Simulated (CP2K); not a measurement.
Set up this calculation in CP2K 2026.2, as the native input.

```yaml
Task: band structure
Functional: PBE
Potentials_or_basis: GTH_POTENTIALS Zr GTH-PBE-q12, N GTH-PBE-q5; DZVP-MOLOPT-SR-GTH basis
Density_cutoff: 6123 eV
k_mesh: 10 × 10 × 10
Occupations: fermi-dirac, width 0.05 eV
Spin: no spin polarisation
SCF_solver: diagonalisation with k points
Quickstep_method: GPW
EPS_DEFAULT: 1.0E-10
EPS_SCF: 1.0E-6
MAX_SCF: 100
SCF_GUESS: ATOMIC
k_points_reduced_by_the_point_group: yes
Mesh_centred_on_Gamma: yes
CHOLESKY: OFF
EPS_EIGVAL: 1.0E-7
MIXING_METHOD: BROYDEN_MIXING
MIXING_ALPHA: 0.4
NBUFFER: 8
NGRIDS: 4
Basis_sets: Zr DZVP-MOLOPT-SR-GTH-q12, N DZVP-MOLOPT-SR-GTH-q5
Potentials: Zr GTH-PBE-q12 of GTH_POTENTIALS, N GTH-PBE-q5 of GTH_POTENTIALS
ADDED_MOS: "[13]"
Points_a_segment_of_the_path_NPOINTS: 6
Bands_added_on_the_path: 2
REL_CUTOFF_Ry: 60 Ry
MIXING_BETA_1/bohr: 1.5 1/bohr
CUTOFF_of_the_grids: 450 Ry
```

The system is ZrN.

```
Zr N
1.0
     3.25269    0.00000    0.00000
     1.62635    2.81691    0.00000
     1.62635    0.93897    2.65581
Zr N
1 1
Direct
  0.50000 0.50000 0.50000
  0.00000 0.00000 0.00000
```

These files were run (other wordings do the same):

zrn_bands.inp

```
&GLOBAL
  PROJECT zrn_bands
  RUN_TYPE ENERGY_FORCE
  PRINT_LEVEL LOW
&END GLOBAL
&FORCE_EVAL
  METHOD QS
  STRESS_TENSOR ANALYTICAL
  &DFT
    BASIS_SET_FILE_NAME BASIS_MOLOPT
    POTENTIAL_FILE_NAME GTH_POTENTIALS
    &MGRID
      CUTOFF 450
      REL_CUTOFF 60
      NGRIDS 4
    &END MGRID
    &QS
      METHOD GPW
      EPS_DEFAULT 1.0E-10
    &END QS
    &KPOINTS
      SCHEME MONKHORST-PACK 10 10 10
      GAMMA_CENTERED T
      SYMMETRY T
      SYMMETRY_BACKEND SPGLIB
    &END KPOINTS
    &SCF
      SCF_GUESS ATOMIC
      EPS_SCF 1.0E-6
      MAX_SCF 100
      ADDED_MOS 13
      CHOLESKY OFF
      EPS_EIGVAL 1.0E-7
      &DIAGONALIZATION ON
        ALGORITHM STANDARD
      &END DIAGONALIZATION
      &MIXING ON
        METHOD BROYDEN_MIXING
        ALPHA 0.4
        BETA 1.5
        NBUFFER 8
      &END MIXING
      &SMEAR ON
        METHOD FERMI_DIRAC
        ELECTRONIC_TEMPERATURE [K] 580.226
      &END SMEAR
    &END SCF
    &XC
      &XC_FUNCTIONAL PBE
      &END XC_FUNCTIONAL
    &END XC
    &PRINT
      &KPOINTS ON
      &END KPOINTS
      &MULLIKEN ON
      &END MULLIKEN
      &MO ON
        ENERGIES T
        OCCUPATION_NUMBERS T
        &EACH
          QS_SCF 0
        &END EACH
        ADD_LAST NUMERIC
      &END MO
      &LOWDIN ON
      &END LOWDIN
      &HIRSHFELD ON
        SHAPE_FUNCTION DENSITY
      &END HIRSHFELD
      &BAND_STRUCTURE
        FILE_NAME bands.bs
        ADDED_MOS 2
        &KPOINT_SET
          UNITS B_VECTOR
          NPOINTS 6
          SPECIAL_POINT GAMMA 0.00000000 0.00000000 0.00000000
          SPECIAL_POINT X 0.50000000 0.00000000 0.50000000
          SPECIAL_POINT W 0.50000000 0.25000000 0.75000000
          SPECIAL_POINT K 0.37500000 0.37500000 0.75000000
          SPECIAL_POINT GAMMA 0.00000000 0.00000000 0.00000000
          SPECIAL_POINT L 0.50000000 0.50000000 0.50000000
          SPECIAL_POINT U 0.62500000 0.25000000 0.62500000
          SPECIAL_POINT W 0.50000000 0.25000000 0.75000000
          SPECIAL_POINT L 0.50000000 0.50000000 0.50000000
          SPECIAL_POINT K 0.37500000 0.37500000 0.75000000
        &END KPOINT_SET
        &KPOINT_SET
          UNITS B_VECTOR
          NPOINTS 6
          SPECIAL_POINT U 0.62500000 0.25000000 0.62500000
          SPECIAL_POINT X 0.50000000 0.00000000 0.50000000
        &END KPOINT_SET
      &END BAND_STRUCTURE
    &END PRINT
  &END DFT
  &SUBSYS
    &CELL
      ABC 3.2526911935 3.2526911934 3.2526911935
      ALPHA_BETA_GAMMA 60.0000000000 60.0000000008 60.0000000004
      PERIODIC XYZ
    &END CELL
    &COORD
      SCALED
      Zr  0.5000000000 0.5000000000 0.5000000000
      N   0.0000000000 0.0000000000 0.0000000000
    &END COORD
    &KIND Zr
      BASIS_SET DZVP-MOLOPT-SR-GTH-q12
      POTENTIAL GTH-PBE-q12
    &END KIND
    &KIND N
      BASIS_SET DZVP-MOLOPT-SR-GTH-q5
      POTENTIAL GTH-PBE-q5
    &END KIND
    &PRINT
      &ATOMIC_COORDINATES ON
      &END ATOMIC_COORDINATES
      &CELL ON
      &END CELL
    &END PRINT
  &END SUBSYS
  &PRINT
    &FORCES ON
    &END FORCES
    &STRESS_TENSOR ON
    &END STRESS_TENSOR
  &END PRINT
&END FORCE_EVAL
```

Potentials or basis: GTH_POTENTIALS Zr GTH-PBE-q12, N GTH-PBE-q5; DZVP-MOLOPT-SR-GTH basis.

Launch:

```sh
$ OMP_NUM_THREADS=1 cp2k.psmp -i zrn_bands.inp -o zrn_bands.out
```

It gave:

```json
{"Pressure": "-1.3 GPa", "Band gap on the k mesh": "none (metal or under the smearing width)", "Mulliken charges": "Zr +0.66; N -0.66 e", "Hirshfeld charges": "Zr +0.33; N -0.33 e"}
```

Caveat: Mulliken charges move with the basis; the basis of atomic orbitals isn't converged, which shifts pressures, moduli and gaps.

It took 120 s on 1 thread of Arm Neoverse V1 (shared host), peak memory 0.31 GiB.
